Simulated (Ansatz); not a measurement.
# TiAl3 (I4/mmm) in Ansatz: relaxation of cell and atoms with RPBE

Aim: the relaxation of cell and atoms of TiAl3 with RPBE.

All numbers are computed with Ansatz 0.2.0; they aren't measurements. Logs are shortened: lines on timing, memory, paths and dates and some standing lists are left out, and cuts for length are marked.

### 1 The crystal as given

It takes space group I4/mmm (No. 139, tetragonal). Conventional cell: a = 3.822 Å, b = 3.822 Å, c = 8.561 Å, α = 90.00°, β = 90.00°, γ = 90.00°. Ti (site symmetry 4/mmm) is surrounded by 12 Al at 2.70 to 2.87 Å. Al (site symmetry -4m2) has 8 Al at 2.70 to 2.87 Å and 4 Ti at 2.87 Å as nearest neighbours. Al (site symmetry 4/mmm) is surrounded by 4 Ti at 2.70 Å and 8 Al at 2.87 Å.

The cell comes from a database or a generator and needn't be the stable form of this composition.

### 2 Relaxation of cell and atoms, RPBE

The input, input.yaml:

```yaml
crystal:
  lattice:
    - [-1.9111067713, 1.9111067713, 4.2806687947]
    - [1.9111067713, -1.9111067713, 4.2806687947]
    - [1.9111067713, 1.9111067713, -4.2806687947]
  atoms:
    - { symbol: Ti, position: [0.0, 0.0, 0.0] }
    - { symbol: Al, position: [0.25, 0.75, 0.5] }
    - { symbol: Al, position: [0.75, 0.25, 0.5] }
    - { symbol: Al, position: [0.5, 0.5, 0.0] }
hamiltonian:
  xc: rpbe
  pseudopotentials: { kind: paw }
kpoints:
  mp_grid: { grid: [10, 10, 10] }
scf:
  occupations: { method: fermi_dirac, width: 0.05 }
output:
  forces: true
  stress: true
  eigenvalues: true
  write_density: true
  write_potential: true
  elf: true
  volumetric_format: npy
relax:
  f_tol: 0.01
  max_steps: 40
  cell: { stress_tol: 0.05 }
```

Potentials or basis: Ansatz PAW.

Run with:

```sh
$ ansatz run input.yaml --threads 2 --pin off --max-ram 5632MiB --backend cpu --events-out ev --progress --plain --runs-dir out
```

Output:

```text
Warning: RAYON_NUM_THREADS=2 ignored (pool sized by the plan → 2); use --threads N
Engine: ansatz 0.2.0, aarch64-unknown-linux-gnu
Pseudopotentials: kind: paw
Pseudopotential: Ti, paw, valence charge 12, recommended cutoff 420 eV (normal), Ti.paw.azcp
Pseudopotential: Al, paw, valence charge 3, recommended cutoff 420 eV (normal), Al.paw.azcp
Functional definition: RPBE
  parameter kappa = 0.804
  parameter beta = 0.06672455060314922
  exchange = rpbe_x(kappa = kappa, mu = beta*pi^2/3)
  correlation = pbe_c(beta = beta)
Crystal: 4 atoms, lattice volume = 62.538 Å³
Basis set: ecut = 420 eV, 1203 PW (Γ), exchange–correlation on 72×72×72 points (8 copies of the dense FFT grid, shifted against one another)
Bands: 15, of which v1, the nominal top of the filled ones, is band 11 counted from 1 (10 counted from 0)
Symmetry: 16 space group operations
Space group: I4/mmm (ITA 139), of the structure as read, at distance tolerance 4.0e-5 Å
k-points: 102 of 1000
Non-local potential: Ti, projectors of the file, l = 0: 3, l = 1: 2, l = 2: 3, l = 3: 1
Non-local potential: Al, projectors of the file, l = 0: 2, l = 1: 2, l = 2: 1
PAW form: soft (Blöchl's): semilocal exchange-correlation on the pseudo side does not see the compensation charge
PAW frozen core: Ti, regenerated for the run's functional, and the local potential with it (the file was generated under x = pbe(κ = 0.804, μ = 0.2195149727645171), c = pbe(β = 0.06672455060314922))
PAW frozen core: Al, regenerated for the run's functional, and the local potential with it (the file was generated under x = pbe(κ = 0.804, μ = 0.2195149727645171), c = pbe(β = 0.06672455060314922))
PAW one-centre angular grid: Ti, 590 points (default); XC on 64 Gauss nodes
PAW one-centre angular grid: Al, 110 points (default); XC on 64 Gauss nodes
Initial density: superposition of atomic densities (neutral atoms: chi_scale 0, normalization atom), corrected by the library's trained network
Initial wavefunctions: pseudopotential atomic-orbital guess
Functional: x = rpbe, c = pbe(β = 0.06672455060314922)
SCF iter   1: F=—  HF=-4126.895960 eV  |F-HF|=—  |Δ(HF+E_count)|=         —  Δρ=3.31e-3  dr2=9.48e-3  ethr=1.77e-3  ⟨swp⟩=5.7  Hψ=8957  notcnv=0
preconditioner: auto → Kerker (q_TF=auto, 2.275 Å⁻¹)  [metal: Δε(μ)=0.006 eV  Ē_g=5.579 eV  σ=0.050 eV  W_gap=0.03  n_scr=10 (ndim 8)  ℏωp=16.9 eV  f_vac=0.000  D(μ)=1.59/eV (n_scr^D=10)]
SCF iter   2: F=—  HF=-4126.894885 eV  |F-HF|=—  |Δ(HF+E_count)|=   1.07e-3  Δρ=1.85e-3  dr2=2.76e-3  ethr=4.52e-5  ⟨swp⟩=1.4  Hψ=2398  notcnv=0
SCF iter   3: F=—  HF=-4126.894573 eV  |F-HF|=—  |Δ(HF+E_count)|=   3.12e-4  Δρ=3.13e-4  dr2=6.39e-5  ethr=1.31e-5  ⟨swp⟩=2.1  Hψ=1783  notcnv=0
SCF iter   4: F=—  HF=-4126.894579 eV  |F-HF|=—  |Δ(HF+E_count)|=   5.87e-6  Δρ=4.47e-5  dr2=1.38e-6  ethr=3.04e-7  ⟨swp⟩=1.9  Hψ=2003  notcnv=0
iter 5 did not close the SCF: its close was put off for the readings that it lacked (scf_convergence_deferred on its scf_iter line)
SCF iter   5: F=-4126.894578 eV  HF=-4126.894578 eV  |F-HF|=4.88e-9  |Δ(HF+E_count)|=   3.50e-7  Δρ=8.76e-6  dr2=3.31e-8  ethr=6.55e-9  ⟨swp⟩=2.0  Hψ=2094  notcnv=0
SCF iter   6: F=-4126.894578 eV  HF=-4126.894578 eV  |F-HF|=1.13e-9  |Δ(HF+E_count)|=   1.25e-9  Δρ=1.55e-6  dr2=1.90e-9  ethr=1.57e-10  ⟨swp⟩=4.1  Hψ=7359  notcnv=0
[... 56 lines left out ...]
SCF iter   5: F=-4126.929452 eV  HF=-4126.929452 eV  |F-HF|=1.82e-12  |Δ(HF+E_count)|=  8.64e-11  Δρ=7.01e-8  dr2=3.33e-12  ethr=1.00e-12  ⟨swp⟩=1.0  Hψ=1545  notcnv=0
SCF iter   6: F=-4126.929452 eV  HF=-4126.929452 eV  |F-HF|=9.09e-13  |Δ(HF+E_count)|=  9.09e-13  Δρ=1.86e-8  dr2=3.44e-13  ethr=1.00e-12  ⟨swp⟩=3.0  Hψ=5558  notcnv=0
SCF 5 converged in 6 iterations: F = -4126.929452 eV  dr2 = 3.44e-13
relax step   5: F+E_penalty+E_count = -4126.92945153 eV  Δ(F+E_penalty+E_count) = -1.142e-3 eV  max|allowed force component| = 6.939e-18 eV/Å  Δτ_max = 0.0000 Å  P = +0.024 GPa  Ω = 65.110 Å³  stress off target by 2.50e-2 GPa  SCF on the basis re-selected at this cell (its energy is not comparable with the rows above)  (6 SCF iters)
basis re-selected at this cell: Δ(F+E_penalty+E_count) = -1.142e-3 eV, ΔP = +0.022 GPa vs the last step (what re-selecting the basis moved, of the pressure what is left beyond the Pulay correction that the steps carried, after the strain that the cell walked since its last selection, with what the two solves' SCF thresholds leave and, on support functions, any second-order correction that the steps lacked; it is no measure of the basis error at this ecutwfc). This SCF's stress stands 2.50e-2 GPa from its target on what of the cell is left free (relax.cell.stress_tol is 5.00e-2 GPa) and its largest allowed force component is 6.94e-18 eV/Å (relax.f_tol is 1.00e-2 eV/Å): within both
SCF converged after 6 iterations
Free energy (F): -4126.929452 eV
Harris-Foulkes:  -4126.929452 eV  (|F-HF|=9.09e-13)
Internal energy: -4126.915573 eV  (E = F + TS)
E sigma→0 (E₀):  -4126.922512 eV
Entropy (-TS):   -0.013878 eV (-3.470 meV/atom)
Fermi energy:    9.351624 eV
--- Per-component energies (eV) ---
  E_band       = -158.167446
  E_kinetic    = 341.637054
  E_local      = -1204.727427  (includes V_loc(G=0)·N_el)
  E_nonlocal   = 37.839418
  E_hartree    = 528.983205
  E_xc         = -217.796589
  E_vxc        = -209.279086  (∫ρ·V_xc dr)
  E_paw        = -2462.855269  (= ΣΔE_a)
  E_vpaw       = -181.603922  (= ΣTr[D̂ρ^β])
  E_aug_tail   = 0.000130  (compensation charges beyond the density's cutoff)
  E_ewald      = -1149.892041
  E_core_change = -0.104054  (= ΣΔE_core)
  E_smearing   = -0.013878  (= −TS)
  E_closure    = 0.000000  (closes the sum)
  Σ components = -4126.929452   (vs F -4126.929452, Δ=0.00e0)
--- Forces (eV/Å), atoms counted from 1 ---
  atom   1  Ti    -0.00000000    -0.00000000    -0.00000000
  atom   2  Al    -0.00000000     0.00000000    -0.00000000
  atom   3  Al     0.00000000     0.00000000     0.00000000
  atom   4  Al     0.00000000    -0.00000000    -0.00000000
  max |Σ_I F_I| component: 1.73e-18 eV/Å
--- Stress (GPa, compression-positive) ---
        0.025010       0.000000       0.000000
        0.000000       0.025010      -0.000000
        0.000000      -0.000000       0.023282
  P = ⅓ Tr σ = 0.0244 GPa (0.244 kbar)
--- Band table (eV; the first three rows and the last of 102) ---
  k-point 0: bands = ["-47.3270", "-23.5678", "-23.5678", "-23.4932", "-0.5651", "6.5478", "6.7673", "8.0209", "8.1562", "8.1562", "10.1559", "11.0031", "11.0031", "11.5460", "11.6377"]
  k-point 1: bands = ["-47.3268", "-23.5700", "-23.5697", "-23.4929", "-0.3625", "6.6628", "6.7144", "7.5754", "7.7954", "8.1267", "9.3496", "11.2089", "11.2258", "11.2727", "12.1047"]
  k-point 2: bands = ["-47.3263", "-23.5754", "-23.5745", "-23.4921", "0.2355", "6.3780", "6.5834", "7.0863", "7.3567", "8.1045", "8.1296", "11.2054", "11.3654", "11.4592", "12.3776"]
  k-point 101: bands = ["-47.3270", "-23.5680", "-23.5680", "-23.4955", "1.0167", "1.8914", "7.4163", "8.4027", "8.4027", "9.1340", "10.0497", "10.0497", "10.2678", "12.3503", "13.8571"]
--- Relaxed structure (4 steps of the walk, 4 accepted, 1 SCFs on fresh bases) ---
  F+E_penalty+E_count = -4126.92945153 eV   max|allowed force component| = 6.939e-18 eV/Å   (the final SCF, on the basis selected at the relaxed cell)
  cell:  # Å, volume = 65.1103 Å³
    - [-1.9376690430268848, 1.9376690430268848, 4.335411726423487]
    - [1.9376690430268848, -1.9376690430268848, 4.335411726423487]
    - [1.9376690430268848, 1.9376690430268848, -4.335411726423487]
  atoms:
    - { symbol: Ti, position: [-3.4444796405210715e-36, -1.4811262454240607e-35, -1.825574209476168e-35] }
    - { symbol: Al, position: [0.25, 0.75, 0.49999999999999994] }
    - { symbol: Al, position: [0.75, 0.25, 0.49999999999999994] }
    - { symbol: Al, position: [0.5, 0.5, 2.156748207145506e-35] }
```

rho_z.tsv:

```text
# z_ang	rho[e/angstrom^3]
# format = ansatz-planar-average/11
# lattice	-1.937669043	1.937669043	4.335411726
# lattice	1.937669043	-1.937669043	4.335411726
# lattice	1.937669043	1.937669043	-4.335411726
# sites	4
# site	22	-0.000000000	-0.000000000	-0.000000000
# site	13	1.937669043	0.000000000	2.167705863
# site	13	-0.000000000	1.937669043	2.167705863
# site	13	0.000000000	0.000000000	4.335411726
0.000000	5.972632e-1
0.142468	5.895145e-1
0.284935	5.667199e-1
0.427403	5.303748e-1
0.569870	4.833288e-1
0.712338	4.299060e-1
[... 28 lines left out ...]
4.843897	5.667199e-1
4.986364	5.895145e-1
```

Wall time 15 s (2 threads of Arm Neoverse V2, shared host); peak memory 0.42 GiB.

What came out:

```
Free energy                            : -4126.9295 eV
Relaxed volume                         : 16.28 Å³/atom
Relaxed cell                           : a = 5.129 Å, b = 5.129 Å, c = 5.129 Å, α = 135.61°, β = 135.61°, γ = 64.59°
Space group after relaxing (to 0.05 Å) : I4/mmm (No. 139)
Energy gained by relaxing              : 8.7 meV/atom
Ionic steps                            : 5
Pressure after relaxing                : 0.0 GPa
Band gap on the k mesh                 : none (metal or under the smearing width)
```

The path:
```
step  energy change (eV)  largest force (eV/Å)  volume (Å³)
   1              0.0000                0.0000        62.54
   2             -0.0276                0.0000        66.10
   3             -0.0337                0.0000        65.17
   4             -0.0337                0.0000        65.11
   5             -0.0349                0.0000        65.11
```

Final structure:
```cif
data_structure
_symmetry_space_group_name_H-M 'P 1'
_symmetry_Int_Tables_number 1
_cell_length_a 5.1288
_cell_length_b 5.1288
_cell_length_c 5.1288
_cell_angle_alpha 135.605
_cell_angle_beta 135.605
_cell_angle_gamma 64.591
_cell_volume 65.11
loop_
_atom_site_label
_atom_site_type_symbol
_atom_site_fract_x
_atom_site_fract_y
_atom_site_fract_z
_atom_site_occupancy
Ti1 Ti 0.00000 0.00000 0.00000 1
Al1 Al 0.25000 0.75000 0.50000 1
Al2 Al 0.75000 0.25000 0.50000 1
Al3 Al 0.50000 0.50000 0.00000 1
```

Levels at points of the mesh, in eV from the Fermi level:
```tsv
k point	band 9	band 10	band 11	band 12	band 13	band 14
(0.00, 0.00, 0.00)	-1.20	-1.20	0.80	1.65	1.65	2.19
(0.00, 0.00, -0.50)	-2.70	-2.18	-0.94	1.70	1.89	2.62
(0.00, -0.50, 0.00)	-1.03	-0.23	0.50	1.75	2.02	2.62
(-0.50, -0.50, -0.50)	-0.95	-0.22	0.70	0.70	0.92	3.00
```

Caveat: the plane-wave basis is chosen anew once the cell has moved, so the energies of steps on either side of that aren't comparable; the PAW data sets come from PBE, with cores solved anew for the run's functional, which leaves a small shift of forces and pressure.
